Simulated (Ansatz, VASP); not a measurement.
**Ru in VASP and in Ansatz**

File INCAR:

```
  ALGO = Normal
  EDIFF = 1E-6
  ENCUT = 520
  GGA = PE
  ISIF = 2
  ISMEAR = -1
  LASPH = True
  LCHARG = False
  LREAL = False
  LWAVE = False
  NBANDS = 36
  NELM = 80
  PREC = Accurate
  SIGMA = 0.08
```

File KPOINTS:

```
k-points
0
Gamma
  14 14 1
```

Contents of POSCAR:

```
Ru
1.0
    2.7207384563      0.0000000000      0.0000000000
   -1.3603692281      2.3562286202      0.0000000000
    0.0000000000      0.0000000000     22.4441000000
Ru
4
Direct
    0.8333333333      0.1666666667      0.3595836581
    0.1666666667      0.8333333333      0.4517987726
    0.8333333333      0.1666666667      0.5482012274
    0.1666666667      0.8333333333      0.6404163418
```

Input for Ansatz:

```yaml
crystal:
  lattice:
    - [2.7207384563, 0.0, 0.0]
    - [-1.3603692281, 2.3562286202, 0.0]
    - [0.0, 0.0, 22.4441]
  atoms:
    - { symbol: Ru, position: [0.8333333333, 0.1666666667, 0.3595836581] }
    - { symbol: Ru, position: [0.1666666667, 0.8333333333, 0.4517987726] }
    - { symbol: Ru, position: [0.8333333333, 0.1666666667, 0.5482012274] }
    - { symbol: Ru, position: [0.1666666667, 0.8333333333, 0.6404163418] }
kpoints:
  mp_grid: { grid: [14, 14, 1] }
scf:
  occupations: { method: fermi_dirac, width: 0.08 }
hamiltonian:
  xc: pbe
  pseudopotentials: { kind: paw }
output:
  forces: true
  stress: true
  eigenvalues: true
  core_levels:
    shells: { Ru: ["3d"] }
    counted_from: fermi_level
    add_spin: false
```

Alike in both runs: task single point; functional PBE; k mesh 14 × 14 × 1; occupations fermi-dirac, width 0.08 eV; no spin polarisation.

|  | VASP | Ansatz |
| --- | --- | --- |
| version | VASP 6.6.1 | Ansatz 0.2.0 |
| potentials or method | VASP PAW PBE potentials, release 64 (Ru_pv) | PAW with Ansatz's default frozen-core files, scalar-relativistic |
| plane-wave cutoff (eV) | 520 | 420 |
| valence electrons in the cell | 56 | 64 |

```csv
,VASP,Ansatz,Ansatz less VASP
rms of the force components (eV/Å),0.005,0.000,-0.0043
```

Atom by atom the forces differ by 0.005 eV/Å (rms over components). With one functional, cell and mesh, what is left measures potentials, basis and numerics. The two sets of potentials don't hold the same shells in valence.
